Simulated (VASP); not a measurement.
# Al (Fm-3m) in VASP: notebook

Aim: see how the results for Al move with the level of theory and the settings. Levels: TB-mBJ, r2SCAN, revPBE. Tasks: band structure, equation of state.

Program: VASP 6.6.1. These are calculated values, not measurements. Logs are shortened: lines on timing, memory, paths and dates and some standing lists are left out, and cuts for length are marked.

### Step 1. Starting point

It takes space group Fm-3m (No. 225, cubic). Conventional cell: a = 4.050 Å, b = 4.050 Å, c = 4.050 Å, α = 90.00°, β = 90.00°, γ = 90.00°. Al (site symmetry m-3m) has 12 Al at 2.86 Å as nearest neighbours.

### Step 2. Band structure, TB-mBJ

Input file POSCAR:

```
Al
1.0
    0.0000000000      2.0248050000      2.0248050000
    2.0248050000      0.0000000000      2.0248050000
    2.0248050000      2.0248050000      0.0000000000
Al
1
Direct
    0.0000000000      0.0000000000      0.0000000000
```

Input file INCAR.step1:

```
ALGO = Normal
EDIFF = 1E-5
ENCUT = 520
GGA = PE
ISIF = 2
ISMEAR = -1
LASPH = T
LCHARG = F
LREAL = F
LWAVE = T
NELM = 100
PREC = Accurate
SIGMA = 0.05
```

Input file INCAR.step2:

```
ALGO = Normal
EDIFF = 1E-7
ENCUT = 520
ISIF = 2
ISMEAR = -1
ISTART = 1
LASPH = T
LCHARG = F
LREAL = F
LWAVE = F
METAGGA = MBJ
NELM = 100
PREC = Accurate
SIGMA = 0.05
```

Input file KPOINTS:

```
k-points
0
Gamma
  11 11 11
```

Input file KPOINTS_OPT:

```
path GXWKGLUWLK,UX
15
line-mode
reciprocal
 0.0000000000  0.0000000000  0.0000000000  G
 0.5000000000  0.0000000000  0.5000000000  X

 0.5000000000  0.0000000000  0.5000000000  X
 0.5000000000  0.2500000000  0.7500000000  W

 0.5000000000  0.2500000000  0.7500000000  W
 0.3750000000  0.3750000000  0.7500000000  K

 0.3750000000  0.3750000000  0.7500000000  K
 0.0000000000  0.0000000000  0.0000000000  G

 0.0000000000  0.0000000000  0.0000000000  G
 0.5000000000  0.5000000000  0.5000000000  L

 0.5000000000  0.5000000000  0.5000000000  L
 0.6250000000  0.2500000000  0.6250000000  U

 0.6250000000  0.2500000000  0.6250000000  U
 0.5000000000  0.2500000000  0.7500000000  W

 0.5000000000  0.2500000000  0.7500000000  W
 0.5000000000  0.5000000000  0.5000000000  L

 0.5000000000  0.5000000000  0.5000000000  L
 0.3750000000  0.3750000000  0.7500000000  K

 0.6250000000  0.2500000000  0.6250000000  U
 0.5000000000  0.0000000000  0.5000000000  X
```

Potentials or basis: VASP PAW PBE potentials, release 64 (Al).

Run with:

```bash
cat potpaw_PBE.64/Al/POTCAR > POTCAR
cp INCAR.step1 INCAR
mpirun -np 1 vasp_std > vasp.out
cp INCAR.step2 INCAR
mpirun -np 1 vasp_std > vasp.out
```

OUTCAR:

```text
EDIFF = 1E-7
   ENCUT = 520
   ISIF = 2
   ISMEAR = -1
   ISTART = 1
   LASPH = T
   LREAL = F
   METAGGA = MBJ
   NELM = 100
   PREC = Accurate

 ion  position               nearest neighbor table
   1  0.000  0.000  0.000-

  LATTYP: Found a face centered cubic cell.
 ALAT       =     4.0496100000

  Lattice vectors:

 A1 = (   0.0000000000,   2.0248050000,   2.0248050000)
 A2 = (   2.0248050000,   0.0000000000,   2.0248050000)
 A3 = (   2.0248050000,   2.0248050000,   0.0000000000)

Analysis of symmetry for initial positions (statically):
=====================================================================
 Subroutine PRICEL returns:
 Original cell was already a primitive cell.

 Routine SETGRP: Setting up the symmetry group for a
 face centered cubic supercell.

 Subroutine GETGRP returns: Found 48 space group operations
 (whereof 48 operations were pure point group operations)
 out of a pool of 48 trial point group operations.

The static configuration has the point symmetry O_h .

Analysis of symmetry for dynamics (positions and initial velocities):
=====================================================================
 Subroutine PRICEL returns:
 Original cell was already a primitive cell.

 Routine SETGRP: Setting up the symmetry group for a
 face centered cubic supercell.

 Subroutine GETGRP returns: Found 48 space group operations
 (whereof 48 operations were pure point group operations)
 out of a pool of 48 trial point group operations.

The dynamic configuration has the point symmetry O_h .

 Subroutine INISYM returns: Found 48 space group operations
 (whereof 48 operations are pure point group operations),
 and found     1 'primitive' translations

----------------------------------------------------------------------------------------

                                     Primitive cell

  volume of cell :      16.6027

  direct lattice vectors                    reciprocal lattice vectors
     0.000000000  2.024805000  2.024805000    -0.246937359  0.246937359  0.246937359
     2.024805000  0.000000000  2.024805000     0.246937359 -0.246937359  0.246937359
     2.024805000  2.024805000  0.000000000     0.246937359  0.246937359 -0.246937359

  length of vectors
     2.863506692  2.863506692  2.863506692     0.427708053  0.427708053  0.427708053

  position of ions in fractional coordinates (direct lattice)
     0.000000000  0.000000000  0.000000000

  ion indices of the primitive-cell ions
   primitive index   ion index
                 1           1

----------------------------------------------------------------------------------------

 KPOINTS: k-points

Automatic generation of k-mesh.
 Grid dimensions read from file:
 generate k-points for:   11   11   11

 Generating k-lattice:

  Cartesian coordinates                     Fractional coordinates (reciprocal lattice)
    -0.022448851  0.022448851  0.022448851     0.090909091  0.000000000  0.000000000
     0.022448851 -0.022448851  0.022448851     0.000000000  0.090909091  0.000000000
     0.022448851  0.022448851 -0.022448851     0.000000000  0.000000000  0.090909091

  Length of vectors
     0.038882550  0.038882550  0.038882550

  Shift w.r.t. Gamma in fractional coordinates (k-lattice)
     0.000000000  0.000000000  0.000000000

 Subroutine IBZKPT returns following result:
 ===========================================

 Found     56 irreducible k-points:

 Following reciprocal coordinates:
            Coordinates               Weight
  0.000000  0.000000  0.000000      1.000000
  0.090909  0.000000  0.000000      8.000000
  0.181818  0.000000  0.000000      8.000000
  0.272727  0.000000  0.000000      8.000000
  0.363636  0.000000  0.000000      8.000000
  0.454545  0.000000  0.000000      8.000000
[... 16 lines left out ...]
 -0.272727  0.181818  0.000000     24.000000
 -0.181818  0.181818  0.000000     12.000000
 [... further k-points ...]
   k-points           NKPTS =     56   k-points in BZ     NKDIM =     56   number of bands    NBANDS=      5
   number of dos      NEDOS =    301   number of ions     NIONS =      1
   total plane-waves  NPLWV =  13824
   dimension x,y,z NGX =    24 NGY =   24 NGZ =   24
   dimension x,y,z NGXF=    48 NGYF=   48 NGZF=   48
   ions per type =               1
   NGX,Y,Z   is equivalent  to a cutoff of  13.93, 13.93, 13.93 a.u.
   NGXF,Y,Z  is equivalent  to a cutoff of  27.87, 27.87, 27.87 a.u.
 SYSTEM =  unknown system
   PREC   = accura    normal or accurate (medium, high low for compatibility)
   ISTART =      1    job   : 0-new  1-cont  2-samecut
   ICHARG =      0    charge: 1-file 2-atom 10-const
   ISPIN  =      1    spin polarized calculation?
   LNONCOLLINEAR =      F non collinear calculations
   LSORBIT =      F    spin-orbit coupling
   LASPH  =      T    aspherical Exc in radial PAW
   ENCUT  =  520.0 eV  38.22 Ry    6.18 a.u.   5.32  5.32  5.32*2*pi/ulx,y,z
   NELM   =    100;   NELMIN=  2; NELMDL=  0     # of ELM steps
   EDIFF  = 0.1E-06   stopping-criterion for ELM
   LREAL  =      F    real-space projection
   EDIFFG = 0.1E-05   stopping-criterion for IOM
   NSW    =      0    number of steps for IOM
   IBRION =     -1    ionic relax: 0-MD 1-quasi-New 2-CG
   NFREE  =      0    steps in history (QN), initial steepest desc. (CG)
   ISIF   =      2    stress and relaxation
   ISYM   =      2    0-nonsym 1-usesym 2-fastsym
   POTIM  = 0.5000    time-step for ionic-motion
   TEBEG  =    0.0;   TEEND  =   0.0 temperature during run
   PSTRESS=    0.0 pullay stress
   NELECT =       3.0000    total number of electrons
   NUPDOWN=      -1.0000    fix difference up-down
   EMIN   =  10.00;   EMAX   =-10.00  energy-range for DOS
   EFERMI =   0.00;   METHOD = LEGACY
   ISMEAR =    -1;   SIGMA  =   0.05  broadening in eV -4-tet -1-fermi 0-gaus
   EFERMI_NEDOS =   21; number of points for ismear=-14 and -15
   IALGO  =     38    algorithm
   IMIX   =      4    mixing-type and parameters
     AMIX     =   0.40;   BMIX     =  1.00
     AMIX_MAG =   1.60;   BMIX_MAG =  1.00
  volume/ion in A,a.u.               =      16.60       112.04
  Fermi-wavevector in a.u.,A,eV,Ry     =   0.925526  1.748991 11.654733  0.856599
  Thomas-Fermi vector in A             =   2.051390
   LORBIT       =      0    0 simple, 1 ext, 2 COOP (PROOUT), +10 PAW based schemes
   METAGGA = MBJ    functional components
   LHFCALC =     F    Hartree Fock is set to
   AEXX    =    0.0000 exact exchange contribution
   IVDW    =     0    specifies the selected vdW correction
   LEPSILON=     F    determine dielectric tensor
   LRPA    =     F    only Hartree local field effects (RPA)
 non-spin polarized calculation
  energy-cutoff  :      520.00
  volume of cell :       16.60
 maximum number of plane-waves:       459
 NGX is ok and might be reduce to    24
   NGX = 11   NGY = 11   NGZ = 11

 number of electron       3.0000000 magnetization

 Free energy of the ion-electron system (eV)
  ---------------------------------------------------
  ext. energy  EPLUGINS =         0.00000000
  ---------------------------------------------------
  free energy    TOTEN  =        22.73413912 eV

  energy without entropy =       22.73814077  energy(sigma->0) =       22.73613994

 E-fermi :   7.6958     XC(G=0):  -9.5579

 val. band max:        7.4697097232   @ k =  -0.4545   0.4545   0.0909
 cond. band min:       7.7037877006   @ k =   0.4545   0.1818   0.0909
 fundamental gap:      0.2340779775
 Fermi energy:         7.6957520502

 k-point     1 :       0.0000    0.0000    0.0000
  band No.  band energies     occupation
      1      -3.4925      2.00000
      2      20.8377      0.00000
      3      20.8377      0.00000
      4      20.8377      0.00000
      5      21.6826      0.00000

 k-point     2 :       0.0909    0.0000    0.0000
  band No.  band energies     occupation
      1      -3.2686      2.00000
      2      17.5558      0.00000
      3      19.9514      0.00000
      4      19.9514      0.00000
      5      22.4278      0.00000

 k-point     3 :       0.1818    0.0000    0.0000
  band No.  band energies     occupation
      1      -2.5989      2.00000
      2      13.7980      0.00000
      3      19.1227      0.00000
      4      19.1227      0.00000
      5      22.1742      0.00000

 k-point     4 :       0.2727    0.0000    0.0000
  band No.  band energies     occupation
      1      -1.4886      2.00000
      2      10.3076      0.00000
      3      18.6685      0.00000
      4      18.6685      0.00000
      5      21.9706      0.00000

 k-point     5 :       0.3636    0.0000    0.0000
  band No.  band energies     occupation
      1       0.0537      2.00000
      2       7.1629      1.99995
      3      18.5982      0.00000
      4      18.5982      0.00000
      5      20.8997      0.00000

 k-point     6 :       0.4545    0.0000    0.0000
  band No.  band energies     occupation
      1       2.0161      2.00000
      2       4.3963      2.00000
      3      18.8700      0.00000
      4      18.8700      0.00000
      5      19.8403      0.00000
[... 113 lines left out ...]
 k-point    21 :      -0.4545    0.1818    0.0000
  band No.  band energies     occupation
      1       3.5124      2.00000
      2       4.3287      2.00000
      3      12.9957      0.00000
      4      15.9592      0.00000
      5      17.8048      0.00000

 k-point    22 :      -0.3636    0.1818    0.0000
  band No.  band energies     occupation
      1       2.0873      2.00000
      2       6.0085      2.00000
      3      12.3879      0.00000
      4      16.8217      0.00000
      5      18.7331      0.00000

 k-point    23 :      -0.2727    0.1818    0.0000
  band No.  band energies     occupation
      1       0.2725      2.00000
      2       8.8317      0.00000
      3      12.2401      0.00000
      4      18.0742      0.00000
      5      20.0511      0.00000

 k-point    24 :      -0.1818    0.1818    0.0000
  band No.  band energies     occupation
      1      -1.1202      2.00000
      2      11.5685      0.00000
      3      12.9548      0.00000
      4      19.6904      0.00000
      5      21.7179      0.00000

 [... further k-points ...]

------------------------ aborting loop because EDIFF is reached ----------------------------------------

  FORCE on cell =-STRESS in cart. coord.  units (eV):
  Direction    XX          YY          ZZ          XY          YZ          ZX
  --------------------------------------------------------------------------------------
  -------------------------------------------------------------------------------------
  Total       14.0913029     14.0913029     14.0913029     -0.0000000      0.0000000     -0.0000000
  in kB     1359.8221912   1359.8221912   1359.8221912     -0.0000000      0.0000000     -0.0000000
  external PRESSURE =    1359.8221912 kB  Pullay stress =       0.0000000 kB

 VOLUME and BASIS-vectors are now :
 -----------------------------------------------------------------------------
  energy-cutoff  :      520.00
  volume of cell :       16.60
      direct lattice vectors                 reciprocal lattice vectors
     0.000000000  2.024805000  2.024805000    -0.246937359  0.246937359  0.246937359
     2.024805000  0.000000000  2.024805000     0.246937359 -0.246937359  0.246937359
     2.024805000  2.024805000  0.000000000     0.246937359  0.246937359 -0.246937359

 POSITION                                       TOTAL-FORCE (eV/Angst)
 -----------------------------------------------------------------------------------
      0.00000      0.00000      0.00000        -0.000000      0.000000      0.000000
 -----------------------------------------------------------------------------------
    total drift:                               -0.000000     -0.000000     -0.000000

  FREE ENERGIE OF THE ION-ELECTRON SYSTEM (eV)
  ---------------------------------------------------
  free  energy   TOTEN  =        22.7341391162 eV

  energy  without entropy=       22.7381407713  energy(sigma->0) =       22.73613994
```

It took 8.8 s on 1 thread of Intel Xeon 6975P-C (Granite Rapids), shared host; peak memory 0.14 GiB.

Results:

```yaml
Band_gap_along_the_path: none (metal or under the smearing width)
```

Levels at the corners of the path, in eV from the Fermi level:
| point | band 1 | band 2 | band 3 | band 4 | band 5 |
| --- | --- | --- | --- | --- | --- |
| Γ | -11.19 | 13.14 | 13.14 | 13.14 | 13.99 |
| X | -3.00 | -1.61 | 5.46 | 5.54 | 5.54 |
| X | -3.00 | -1.61 | 5.46 | 5.54 | 5.54 |
| W | -0.88 | -0.88 | 0.26 | 0.93 | 16.13 |
| W | -0.88 | -0.88 | 0.26 | 0.93 | 16.13 |
| K | -1.94 | -1.37 | -0.45 | 6.54 | 8.28 |
| K | -1.94 | -1.37 | -0.45 | 6.54 | 8.28 |
| Γ | -11.19 | 13.14 | 13.14 | 13.14 | 13.99 |
| Γ | -11.19 | 13.14 | 13.14 | 13.14 | 13.99 |
| L | -4.63 | -4.45 | 11.30 | 11.30 | 11.92 |
| L | -4.63 | -4.45 | 11.30 | 11.30 | 11.92 |
| U | -1.94 | -1.37 | -0.45 | 6.54 | 8.28 |
| U | -1.94 | -1.37 | -0.45 | 6.54 | 8.28 |
| W | -0.88 | -0.88 | 0.26 | 0.93 | 16.13 |
| W | -0.88 | -0.88 | 0.26 | 0.93 | 16.13 |
| L | -4.63 | -4.45 | 11.30 | 11.30 | 11.92 |
| L | -4.63 | -4.45 | 11.30 | 11.30 | 11.92 |
| K | -1.94 | -1.37 | -0.45 | 6.54 | 8.28 |
| U | -1.94 | -1.37 | -0.45 | 6.54 | 8.28 |
| X | -3.00 | -1.61 | 5.46 | 5.54 | 5.54 |

Caveat: the PAW data sets were made with another functional, which shifts forces and pressure a little.

[end of part 1 of 2]
